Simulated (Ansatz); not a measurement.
**Ga and the effect of the functional**

The cell as given:

```cif
data_structure
_symmetry_space_group_name_H-M 'P 1'
_symmetry_Int_Tables_number 1
_cell_length_a 4.2574
_cell_length_b 4.2574
_cell_length_c 3.3320
_cell_angle_alpha 90.656
_cell_angle_beta 90.656
_cell_angle_gamma 142.087
_cell_volume 37.09
loop_
_atom_site_label
_atom_site_type_symbol
_atom_site_fract_x
_atom_site_fract_y
_atom_site_fract_z
_atom_site_occupancy
Ga1 Ga 0.13100 0.86900 0.75000 1
Ga2 Ga 0.86900 0.13100 0.25000 1
```

This isn't the form of Ga at room conditions, which is orthorhombic.

Kept alike: task relaxation of cell and atoms; k mesh 10 × 10 × 8; occupations fermi-dirac, width 0.05 eV; no spin polarisation. Program: Ansatz, Ansatz PAW. Cutoffs run from 420 to 500 eV. The mesh is that of the run's cell of 2 atoms. No spin-orbit coupling.

```csv
functional,volume (Å³/atom),first edge of the run's cell (Å),third edge of the run's cell (Å)
LDA,17.288,4.190,3.145
PBEsol,17.916,4.257,3.165
r2SCAN,18.118,4.239,3.201
```

For a metal such a mesh leaves the last digits unconverged. Relaxations stop with a little pressure left, so the last digits of a volume or edge aren't settled. Runs of this series that gave no sound value for these columns are left out. All rows use potentials made for PBE.

The volume runs from 17.288 (LDA) to 18.118 Å³/atom (r2SCAN). The first edge of the run's cell runs from 4.190 (LDA) to 4.257 Å (PBEsol). The third edge of the run's cell runs from 3.145 (LDA) to 3.201 Å (r2SCAN).
